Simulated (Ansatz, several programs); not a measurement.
MgI2 in the fluorite structure, relaxed with PBE in Ansatz (plane waves, PAW): space group Fm-3m (No. 225), cubic; conventional cell a = 7.528 Å, 35.55 Å³ an atom. Mg is surrounded by 8 I at 3.26 Å; I is surrounded by 4 Mg at 3.26 Å. The cell was then scaled with its shape and fractional coordinates held. Computed, not measured; no magnetism was allowed, and whether the structure is a known phase isn't checked.

```tsv
V (Å³/atom)	E (meV/atom)
33.415	13.11
35.548	0.00
36.614	2.59
37.680	10.04
```

(1) Pass a cubic E = c₀ + c₁u + c₂u² + c₃u³, with u = V − 35.814 Å³, through these points.

(2) Where is the minimum, and what bulk modulus follows?

(3) Predict the energy and the pressure at the withheld volume, 34.481 Å³.

Answers

(1) c₀ = 0.14, c₁ = +1.188, c₂ = 2.444, c₃ = -0.1272 (meV and Å³).

(2) dE/du = 0 at u = -0.239, so V₀ = 35.58 Å³. B = V₀ d²E/dV² = 35.58 × (2c₂ + 6c₃u) = 35.58 × 5.069 = 180 meV/Å³, and 1 meV/Å³ is 0.16022 GPa: 29 GPa. A third-order Birch-Murnaghan fit to all five points gives 35.57 Å³ and 29 GPa.

(3) With u = -1.333: E ≈ 3.20 meV and P = −dE/dV ≈ +0.96 GPa. The run gives 3.15 meV and, from its stress, +0.96 GPa.
